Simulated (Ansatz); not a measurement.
## CdS under changes of volume

One of the cells (20.871 Å³/atom); the others are scaled copies at fixed shape and fractional positions:

```
Cd S
1.0
     0.00000    2.75324    2.75324
     2.75324    0.00000    2.75324
     2.75324    2.75324    0.00000
Cd S
1 1
Direct
  0.00000 0.00000 0.00000
  0.50000 0.50000 0.50000
```

Measurements of this composition are mostly on another form, of space group No. 186.

| Item | Value |
| --- | --- |
| Program | Ansatz 0.2.0 |
| Functional | PBEsol |
| Potentials or basis | all-electron LAPW, scalar-relativistic |
| Cutoff | 205 eV (chosen from the basis error) |
| Basis error allowed | 0.001 eV/atom |
| k mesh | 8 × 8 × 8 |
| Occupations | fermi-dirac, width 0.05 eV |
| Spin | no spin polarisation |

```csv
volume (Å³/atom),energy over the lowest point (meV/atom),pressure (GPa),gap on the mesh (eV)
19.618,0.00,0.2,0.13
20.036,?,?,?
20.453,7.87,-3.0,0.14
20.871,17.57,-4.4,0.14
21.288,30.54,-5.6,0.15
21.705,46.39,-6.6,0.14
22.123,64.79,-7.5,0.14
```

Task: What does the run at 20.036 Å³/atom give?

Result: Energy over the lowest point 1.85 meV/atom; pressure -1.5 GPa; gap on the mesh 0.14 eV.

Worked out: A Birch-Murnaghan fit of order 3 (a polynomial in V^(-2/3)) to the other rows has its minimum at 19.66 Å³/atom with B0 = V·E''(V) = 84 GPa and B' = 4.8. It gives 1.85 meV/atom at 20.036 Å³/atom, against the run's 1.85, and -dE/dV = -1.5 GPa, against -1.5. A parabola through the other rows of the gap, of slope 0.268 eV per unit of ln V there, gives 0.14 eV, against the run's 0.14.

Energies are extrapolated to zero smearing.

A mesh can miss the band edges. Spin-orbit coupling on Cd is left out.
